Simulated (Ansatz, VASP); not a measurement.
## One calculation of Zr, two programs

```
CELL_PARAMETERS angstrom
0.00000 2.25500 2.25500
2.25500 0.00000 2.25500
2.25500 2.25500 0.00000
ATOMIC_POSITIONS crystal
Zr 0.00000 0.00000 0.00000
```

This isn't the form of Zr at room conditions, which is hcp.

Alike in both runs: task single point; functional PBE; k mesh 18 × 18 × 18; occupations gaussian, width 0.15 eV; no spin polarisation.

|  | VASP | Ansatz |
| --- | --- | --- |
| version | VASP 6.6.1 | Ansatz 0.2.0 |
| potentials or method | VASP PAW PBE potentials, release 64 (Zr_sv) | scalar-relativistic, plane waves, PAW |
| plane-wave cutoff (eV) | 520 | 420 |
| valence electrons in the cell | 12 | 12 |

|  | VASP | Ansatz | Ansatz less VASP |
| --- | --- | --- | --- |
| gap on the k mesh at the Fermi level (eV) | none | none | - |
| pressure (GPa) | 1.1 | 1.1 | -0.02 |

A gap of «none» marks a metal or a gap that the smearing closes. The functional is the same, so the differences come from potentials, cutoffs and numerics.
